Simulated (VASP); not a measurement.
## PbSe (Clausthalite): single point with PBE0

**Experimental background.**

A printed reference work, monograph reports, for a bulk crystal of PbSe at 4.2 K: band gap 0.15 eV (direct).

The system is PbSe (Clausthalite).

```xyz
2
Lattice="0.0000 3.0621 3.0621 3.0621 0.0000 3.0621 3.0621 3.0621 0.0000" Properties=species:S:1:pos:R:3 pbc="T T T"
Pb    0.0000    0.0000    0.0000
Se    3.0621    3.0621    3.0621
```

- Program: VASP 6.6.1
- Task: single point
- Functional: PBE0
- Potentials or basis: VASP PAW PBE potentials, release 64 (Pb_d, Se)
- Cutoff: 520 eV
- k mesh: 6 × 6 × 6
- Occupations: gaussian, width 0.02 eV
- Spin: no spin polarisation

| Item | Value |
| --- | --- |
| Pressure | 1.2 GPa |
| Band gap on the k mesh | 1.25 eV, direct |

Levels at points of the mesh, in eV from the valence-band top:
```csv
k point,band 8,band 9,band 10,band 11,band 12,band 13
"(0.00, 0.00, 0.00)",-2.28,-2.28,-2.28,6.13,6.13,6.13
"(0.50, 0.00, 0.00)",-1.82,-1.82,0.00,1.25,2.74,2.74
"(0.50, 0.50, 0.00)",-5.75,-3.79,-3.79,4.76,7.12,7.12
```

Run time: 37 min on 1 thread of Intel(R) Xeon(R) Platinum 8259CL CPU @ 2.50GHz (Skylake/Cascade Lake), on a shared host, peak memory 0.21 GiB.

A measured gap of PbSe is 0.15 eV (direct; 4.2 K; a printed reference work, monograph); the calculated 1.25 eV misses it by +1.10 eV. So large a miss can be the level of theory's own, or it may mean another phase, state or a wrong row. 2 values of this kind are on record (0.15 to 0.28 eV); this one was drawn at random. Spin-orbit coupling on Pb, Se is left out. The value is that of PBE0 on a finite k mesh, which can miss the band edges, without temperature or zero-point motion.

Caveat: the PAW data sets were made with another functional, which shifts forces and pressure a little; spin-orbit coupling is left out, which as a rule narrows the gap of such compounds by several tenths of an eV.
